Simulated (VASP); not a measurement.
These are PBE GGA, VASP's PBE PAW potentials (set 64) (plane waves; VASP 6.6.1) values and carry that method's errors.

Input for VASP

**KPOINTS**
```
k-points along high-symmetry lines
15
Line-mode
Reciprocal
  0.000000   0.000000   0.000000 ! GAMMA
  0.000000   0.500000   0.000000 ! X

  0.000000   0.500000   0.000000 ! X
  0.500000   0.500000   0.000000 ! M

  0.500000   0.500000   0.000000 ! M
  0.000000   0.000000   0.000000 ! GAMMA

  0.000000   0.000000   0.000000 ! GAMMA
  0.500000   0.500000   0.500000 ! R

  0.500000   0.500000   0.500000 ! R
  0.000000   0.500000   0.000000 ! X

  0.500000   0.500000   0.500000 ! R
  0.500000   0.500000   0.000000 ! M
```

**INCAR**
```
# general
SYSTEM =CsBr
PREC   =Accurate
ENCUT  =400   # plane-wave cut-off (eV)
LREAL  =F
LASPH  =T
ICHARG =11   # fixed density

# electronic loop
EDIFF  =1E-7   # SCF stop (eV)
NELM   =100   # most electronic steps
ALGO   =Normal   # blocked Davidson
LMAXMIX=4   # l cut-off of mixed one-centre charges

# smearing
ISMEAR =0   # Gaussian
SIGMA  =0.05

# functional
GGA    =PE   # PBE

# output
LWAVE  =F
LCHARG =F
LORBIT =11   # lm-projected
```

### POSCAR
```
CsBr
1
    4.3864558961     0.0000000000     0.0000000000
    0.0000000000     4.3864558961     0.0000000000
    0.0000000000     0.0000000000     4.3864558961
Cs Br
1 1
Direct
  0.0000000000   0.0000000000   0.0000000000
  0.5000000000   0.5000000000   0.5000000000
```

POTCAR, in this order: Cs_sv Br (PBE.64 set). Program: vasp_std. Read from the step before: CHGCAR.

Output

**OUTCAR**
```
 ion  position               nearest neighbor table
   1  0.000  0.000  0.000-
   2  0.500  0.500  0.500-
  LATTYP: Found a simple cubic cell.
 ALAT       =     4.3864558961
 Subroutine PRICEL returns:
 Original cell was already a primitive cell.
 Subroutine GETGRP returns: Found 48 space group operations
The static configuration has the point symmetry O_h .
The dynamic configuration has the point symmetry O_h .
 Subroutine INISYM returns: Found 48 space group operations
   k-points           NKPTS =     90   k-points in BZ     NKDIM =     90   number of bands    NBANDS=     12
   number of dos      NEDOS =    301   number of ions     NIONS =      2
   total plane-waves  NPLWV =  27000
   dimension x,y,z NGX =    30 NGY =   30 NGZ =   30
   dimension x,y,z NGXF=    60 NGYF=   60 NGZF=   60
   ions per type =               1   1
   PREC   = accura    normal or accurate (medium, high low for compatibility)
   ISTART =      0    job   : 0-new  1-cont  2-samecut
   ICHARG =     11    charge: 1-file 2-atom 10-const
   ISPIN  =      1    spin polarized calculation?
   LNONCOLLINEAR =      F non collinear calculations
   LSORBIT =      F    spin-orbit coupling
   INIWAV =      1    electr: 0-lowe 1-rand  2-diag
   ENCUT  =  400.0 eV  29.40 Ry    5.42 a.u.   7.15  7.15  7.15*2*pi/ulx,y,z
...
```

File OSZICAR:
```
       N       E                     dE             d eps       ncg     rms          rms(c)
DAV:   1     0.859454140412E+02    0.85945E+02   -0.57308E+03  2160   0.917E+02
DAV:   2     0.732348549653E+00   -0.85213E+02   -0.79486E+02  3168   0.166E+02
DAV:   3    -0.596674489987E+01   -0.66991E+01   -0.66679E+01  2660   0.531E+01
DAV:   4    -0.604001230574E+01   -0.73267E-01   -0.73227E-01  2532   0.648E+00
DAV:   5    -0.604074206785E+01   -0.72976E-03   -0.72965E-03  2696   0.622E-01
DAV:   6    -0.604075763147E+01   -0.15564E-04   -0.15563E-04  2564   0.816E-02
DAV:   7    -0.604075810970E+01   -0.47823E-06   -0.47819E-06  2700   0.122E-02
DAV:   8    -0.604075812621E+01   -0.16506E-07   -0.16521E-07  2284   0.202E-03
   1 F= -.60407581E+01 E0= -.60407581E+01  d E =-.312612E-19
```

File OUTCAR:
```
 val. band max:       -0.6182065328   @ k =   0.5000   0.5000   0.0000

 cond. band min:       3.6323055237   @ k =   0.0000   0.0000   0.0000



 k-point     1 :       0.0000    0.0000    0.0000
  band No.  band energies     occupation
      1     -20.5105      2.00000
      2     -12.9143      2.00000
      3      -7.1318      2.00000
      4      -7.1318      2.00000
      5      -7.1318      2.00000
      6      -0.6412      2.00000
      7      -0.6412      2.00000
      8      -0.6412      2.00000
      9       3.6323      0.00000
     10       4.3464      0.00000
     11       4.3464      0.00000
     12       8.2708      0.00000

 k-point     2 :       0.0000    0.0357    0.0000
  band No.  band energies     occupation
      1     -20.5100      2.00000
      2     -12.9143      2.00000
      3      -7.1365      2.00000
      4      -7.1308      2.00000
      5      -7.1308      2.00000
      6      -0.6613      2.00000
      7      -0.6431      2.00000
      8      -0.6431      2.00000
      9       3.6633      0.00000
     10       4.3542      0.00000
     11       4.3731      0.00000
     12       8.2628      0.00000

 k-point     3 :       0.0000    0.0714    0.0000
  band No.  band energies     occupation
      1     -20.5086      2.00000
      2     -12.9143      2.00000
      3      -7.1502      2.00000
      4      -7.1279      2.00000
      5      -7.1279      2.00000
      6      -0.7190      2.00000
      7      -0.6488      2.00000
      8      -0.6488      2.00000
      9       3.7540      0.00000
     10       4.3775      0.00000
     11       4.4523      0.00000
     12       8.2385      0.00000

 k-point     4 :       0.0000    0.1071    0.0000
  band No.  band energies     occupation
      1     -20.5063      2.00000
      2     -12.9144      2.00000
      3      -7.1720      2.00000
      4      -7.1231      2.00000
      5      -7.1231      2.00000
      6      -0.8082      2.00000
      7      -0.6579      2.00000
...
```

The density is held fixed in this step, so its total energy and stress have no physical meaning. Unless said otherwise, spin-orbit coupling is left out, though it shifts the bands of the heavy elements here.

The compound is CsBr in the CsCl type structure. It was relaxed first, which changed the volume by +7 %.
